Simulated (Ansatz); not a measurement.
# ZrH2: equation of state with PBEsol

The system is ZrH2.

```
Zr H
1.0
     0.00000    2.40923    2.40923
     2.40923    0.00000    2.40923
     2.40923    2.40923    0.00000
Zr H
1 2
Direct
  0.00000 0.00000 0.00000
  0.25000 0.25000 0.25000
  0.75000 0.75000 0.75000
```

The cell is a database's computed one.

| Item | Value |
| --- | --- |
| Program | Ansatz 0.2.0 |
| Task | equation of state |
| Functional | PBEsol |
| Potentials or basis | all-electron LAPW, scalar-relativistic |
| Basis error allowed | 0.001 eV/atom |
| k mesh | 10 × 10 × 10 |
| Occupations | fermi-dirac, width 0.05 eV |
| Spin | no spin polarisation |

* Equilibrium volume: 9.01 Å³/atom
* Bulk modulus: 143 GPa
* Pressure derivative of the bulk modulus: 4.0

Energy against volume, from the lowest point:
| volume (Å³/atom) | energy (meV/atom) |
| --- | --- |
| 8.763 | 2.91 |
| 8.950 | 0.00 |
| 9.136 | 0.65 |
| 9.323 | 4.49 |
| 9.509 | 11.23 |
| 9.696 | 20.58 |
| 9.882 | 32.28 |

All runs of the series together: 23 s on 2 threads of Arm Neoverse V2 (shared host).
